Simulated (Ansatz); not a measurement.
# LiF: band gap under strain

How does strain move the band edges of LiF (rocksalt), and do the functionals agree on it? States: +2.0 % equal strain in all directions; +3.0 % equal strain in all directions; +4.0 % equal strain in all directions.

Program: Ansatz 0.2.0. PAW datasets, plane waves. No spin polarisation and no zero-point or thermal motion.

## (1) The structure to begin with

The unstrained cell was relaxed with r2SCAN; in each strained cell the atoms were relaxed again with r2SCAN. Names of k-points are those of the unstrained zone, where strain can split equivalent points. First state: +2.0 % equal strain in all directions.

Space group Fm-3m (No. 225), cubic; conventional cell a = 4.070 Å, 8.42 Å³ an atom. Near Li stand 6 F at 2.03 Å; near F stand 6 Li at 2.03 Å.

The structure in full:

```xyz
2
Lattice="0.0000 2.0348 2.0348 2.0348 0.0000 2.0348 2.0348 2.0348 0.0000" Properties=species:S:1:pos:R:3 pbc="T T T"
Li    0.0000    0.0000    0.0000
F     2.0348    2.0348    2.0348
```

From earlier runs on the unstrained cell: PBE 9.35 eV, r2SCAN 10.33 eV, HSE06 11.67 eV, G0W0 13.59 eV (on its mesh); a = 3.990 Å.

## (2) +2.0 % equal strain in all directions: PBE

input.yaml reads:

```yaml
crystal:
  lattice:
    - [0.0, 2.0347691723, 2.0347691723]
    - [2.0347691723, 0.0, 2.0347691723]
    - [2.0347691723, 2.0347691723, 0.0]
  atoms:
    - { symbol: Li, position: [0.0, 0.0, 0.0] }
    - { symbol: F, position: [0.5, 0.5, 0.5] }
kpoints:
  mp_grid: { grid: [10, 10, 10] }
  band_path:
    path:
      - [0.0, 0.0, 0.0]
      - [0.5, 0.0, 0.5]
      - [0.625, 0.25, 0.625]
      - [0.375, 0.375, 0.75]
      - [0.5, 0.5, 0.5]
      - [0.5, 0.25, 0.75]
      - [-0.0625, 0.0, 0.0625]
    npoints: 1
hamiltonian:
  xc: pbe
scf:
  occupations: { method: fermi_dirac, width: 0.02 }
  n_extra_bands: 4
output:
  forces: true
  stress: true
  eigenvalues: true
```

Run with:

```
$ ansatz run input.yaml --threads 2 --pin off --max-ram 29491MiB --backend cpu --events-out ev --progress --plain --runs-dir out
```

The runs that follow: +2.0 % equal strain in all directions: r2SCAN; +2.0 % equal strain in all directions: HSE06; +2.0 % equal strain in all directions: r2SCAN; +2.0 % equal strain in all directions: G0W0@PBE; +3.0 % equal strain in all directions: PBE; +3.0 % equal strain in all directions: r2SCAN; +3.0 % equal strain in all directions: HSE06; +3.0 % equal strain in all directions: r2SCAN; +3.0 % equal strain in all directions: G0W0@PBE; +4.0 % equal strain in all directions: PBE; +4.0 % equal strain in all directions: r2SCAN; +4.0 % equal strain in all directions: HSE06; +4.0 % equal strain in all directions: r2SCAN; +4.0 % equal strain in all directions: G0W0@PBE.

**Question.** What will these runs give?

As calculated:

Least gap in eV (negative: overlap), with the change from the unstrained cell in brackets. G0W0 is on its own coarse mesh.

```
                                state  volume change (%)           PBE        r2SCAN          HSE06           G0W0
+2.0 % equal strain in all directions               +6.1  8.82 (-0.53)  9.78 (-0.55)  11.11 (-0.56)  12.99 (-0.60)
+3.0 % equal strain in all directions               +9.3  8.57 (-0.78)  9.52 (-0.81)  10.84 (-0.83)  12.71 (-0.88)
+4.0 % equal strain in all directions              +12.5  8.34 (-1.01)  9.28 (-1.05)  10.59 (-1.08)  12.44 (-1.15)
```

In words: The largest move of the HSE06 gap in the table is -1.083 eV, under +4.0 % equal strain in all directions. PBE and HSE06 differ by 2.33 eV on the unstrained gap, and by at most 0.08 eV on its change: the two disagree on the size of the gap but agree on its response to strain. No extrapolation in bands, cutoff or mesh was made for G0W0.
